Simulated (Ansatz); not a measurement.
# Structure types of SiNi compared at 110 GPa

Structure types of SiNi are relaxed in primitive cells with their symmetry kept at 110 GPa, on PAW files; LAPW relaxes the small cells further and takes the PAW cell for the others (marked *). The enthalpy is E + pV at zero temperature, without zero-point motion. Only the types listed were tried, and differences under about 5 meV/atom are mesh noise. The real phase may be another.

Computed with Ansatz 0.2.0; functional PBE, scalar-relativistic. Settings: Fermi–Dirac smearing of 0.08 eV, no spin polarisation. Methods: LAPW: all electrons, basis error target 0.5 meV/atom; PAW: frozen-core files, cutoff 420 eV.

k meshes: rocksalt 16×16×16, CsCl 16×16×16, WC 16×16×14, NiAs 12×12×7, zincblende 14×14×14.

Spin polarisation is left out, though a magnetic state may lie lower.

```tsv
start type	ends as	a, b, c (Å)	V (Å³/atom)	H − H(lowest), LAPW (meV/atom)
rocksalt	rocksalt, Fm-3m	4.210, 4.210, 4.210	9.33	1149.9
CsCl	CsCl, Pm-3m	2.561, 2.561, 2.561	8.40	0.0
WC	distorted WC, P-6m2	2.386, 2.386, 3.454	8.51	94.5
NiAs*	NiAs, P6_3/mmc	3.117, 3.117, 4.416	9.29	?
zincblende	zincblende, F-43m	4.445, 4.445, 4.445	10.98	?
```

Task: Give the missing entry: row "zincblende", column "H − H(lowest), LAPW (meV/atom)".

Result: 2930.4.

Task: Fill in "H − H(lowest), LAPW (meV/atom)" for the row "NiAs*".

Result: 618.3.

Task: Split the lead of CsCl over distorted WC into energy and pV.

Result: For distorted WC less CsCl: ΔE = +15.1 meV/atom, and p·ΔV = 110 GPa × +0.1157 Å³ × 6.242 meV/(GPa·Å³) = +79.5 meV/atom, together 94.6 meV/atom. CsCl wins on both counts.
